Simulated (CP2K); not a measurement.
## CuO under changes of volume

One of the cells (11.721 Å³/atom); the others are scaled copies at fixed shape and fractional positions:

```xyz
4
Lattice="3.1755 0.0000 0.0000 0.0000 3.1755 0.0000 0.0000 0.0000 4.6495" Properties=species:S:1:pos:R:3 pbc="T T T"
Cu    0.0000    0.0000    0.0000
Cu    1.5877    1.5877    0.0000
O     1.5877    0.0000    1.2414
O     0.0000    1.5877    3.4081
```

The cell was built by a generator and needn't be a form met in nature.

| Property | Result |
| --- | --- |
| Program | CP2K 2026.2 |
| Functional | PBE |
| Potentials or basis | POTENTIAL_UZH Cu GTH-PBE-q11, O GTH-PBE-q6; TZVP-MOLOPT-PBE-GTH basis |
| Density cutoff | 8163 eV |
| k mesh | 8 × 8 × 6 |
| Occupations | fermi-dirac, width 0.05 eV |
| Spin | no spin polarisation |

```tsv
volume (Å³/atom)	energy over the lowest point (meV/atom)	pressure (GPa)	largest force (eV/Å)
11.018	?	?	?
11.252	131.98	28.3	0.163
11.487	94.11	23.7	0.453
11.721	62.57	19.6	0.720
11.956	36.73	15.9	0.965
12.190	16.04	12.6	1.191
12.424	0.00	9.6	1.399
```

Q: What does the run at 11.018 Å³/atom give?

A: Energy over the lowest point 177.52 meV/atom; pressure 33.4 GPa; largest force 0.163 eV/Å.

Worked out: A Birch-Murnaghan fit of order 3 (a polynomial in V^(-2/3)) to the other rows has no minimum within the range. It gives 176.69 meV/atom at 11.018 Å³/atom, against the run's 177.52, and -dE/dV = 33.2 GPa, against 33.4.

Energies are extrapolated to zero smearing.

Caveats: the basis of atomic orbitals isn't converged, which shifts pressures, moduli and gaps; the run has no spin polarisation, though such a crystal can be magnetic; forces of over 1 eV/Å show positions far from the minimum, so gaps and moduli don't describe the material at rest (some runs).
